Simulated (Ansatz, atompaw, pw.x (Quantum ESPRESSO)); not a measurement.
## hafnium (Hf) (fcc): variants of one PAW (atompaw) potential in the solid

* Element: Hf
* Generator: atompaw 4.2.0.5
* Type: PAW
* Functional: PBE
* Relativity: scalar-relativistic
* Frozen core: [Kr] 4d10 4f14
* Valence charge: 12
* Reference configuration: 5s2 5p6 5d2 6s2 6p0
* Partial waves: 5s (bound): rc 1.35 bohr; 6s (bound): rc 2.65 bohr; 5p (bound): rc 2.20 bohr; 6p (bound, empty): rc 2.65 bohr; 5d (bound): rc 2.65 bohr; 5d channel at 2.25 Ry: rc 2.65 bohr
* Local potential: bessel scheme, radius 1.85 bohr
* Core correction: smooth core density matched at 1.80 bohr
* Augmentation charge: sinc compensation charge, radius 2.35 bohr; PAW radius 2.65 bohr; waves and projectors: custom polynom vanderbiltortho

Crystal test: fcc Hf in pw.x 7.5, no spin, 13³ k-points, Fermi–Dirac smearing 0.01 Ry, cutoffs set for each file from its atomic test. The reference is all-electron LAPW (Ansatz 0.2.0) with the same functional, mesh and smearing; V0 and B0 come from Birch–Murnaghan fits to the pressures at five volumes. Errors are pseudo minus all-electron; Δ is the rms difference of the E(V) curves that follow from these fits, minima aligned, over ±6 % about the mean V0. Mesh and smearing are coarse, so the numbers serve the comparison and aren't converged zero-temperature values; the lattice is a test structure that the element need not adopt.

All-electron: a0 = 4.490 Å (V0 = 22.63 Å³/atom), B0 = 101.6 GPa.

| change | cutoffs (Ry) | pw.x | a0 (Å) | a0 error (%) | B0 error (%) | Δ (meV/atom) | mean pressure error (GPa) |
| --- | --- | --- | --- | --- | --- | --- | --- |
| base | 70/700 | converged | 4.485 | -0.11 | +0.2 | 1.6 | -0.33 |
| augmentation sinc compensation charge, radius 2.35 bohr; PAW radius 2.65 bohr; waves and projectors: custom rrkj gramschmidtortho | 50/500 | converged | 4.502 | +0.26 | -0.5 | 3.9 | +0.79 |
| wave 5d channel at 2.25 Ry: rc 2.65 bohr becomes 5d channel at -0.15 Ry: rc 2.65 bohr | 70/700 | converged | 4.483 | -0.15 | +0.3 | 2.3 | -0.46 |
| core correction smooth core density matched at 1.08 bohr | 70/700 | converged | 4.485 | -0.11 | +0.3 | 1.7 | -0.35 |
| augmentation sinc compensation charge, radius 2.35 bohr; PAW radius 2.65 bohr; waves and projectors: custom polynom2 7 10 vanderbiltortho | 70/700 | converged | 4.494 | +0.09 | -0.1 | 1.3 | +0.26 |

Problem. Give the row for: wave 6p (bound): rc 2.65 bohr becomes 6p (bound): rc 1.98 bohr.

Solution. pw.x: converged; mean pressure error (GPa): -0.39; a0 (Å): 4.484; a0 error (%): -0.13; B0 error (%): +0.2; Δ (meV/atom): 1.9.
